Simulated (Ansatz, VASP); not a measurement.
**Two plane-wave programs on Sc**

```
Sc
1.0
     0.00000    3.14982    3.14982
     3.14982    0.00000    3.14982
     3.14982    3.14982    0.00000
Sc
2
Cartesian
  0.7875 0.7875 0.7875
  5.5122 5.5122 5.5122
```

Alike in both runs: functional PBEsol; k mesh 9 × 9 × 9; occupations fermi-dirac, width 0.1 eV; no spin polarisation.

Ansatz relaxed the structure, and its values are those at the end. VASP's run is a single point on that final structure, the one shown.

|  | VASP | Ansatz |
| --- | --- | --- |
| version | VASP 6.6.1 | Ansatz 0.2.0 |
| potentials or method | VASP PAW PBE potentials, release 64 (Sc_sv) | plane waves (420 eV) with PAW, scalar-relativistic |
| plane-wave cutoff (eV) | 520 | 420 |
| valence electrons in the cell | 22 | 22 |

```tsv
	VASP	Ansatz	Ansatz less VASP
pressure (GPa)	0.0	0.0	-0.02
```

With one functional, cell and mesh, what is left measures potentials, basis and numerics. Ansatz warned: «pseudo_functional_mismatch».

Caveats: the PAW data sets were made with another functional, which shifts forces and pressure a little (VASP).
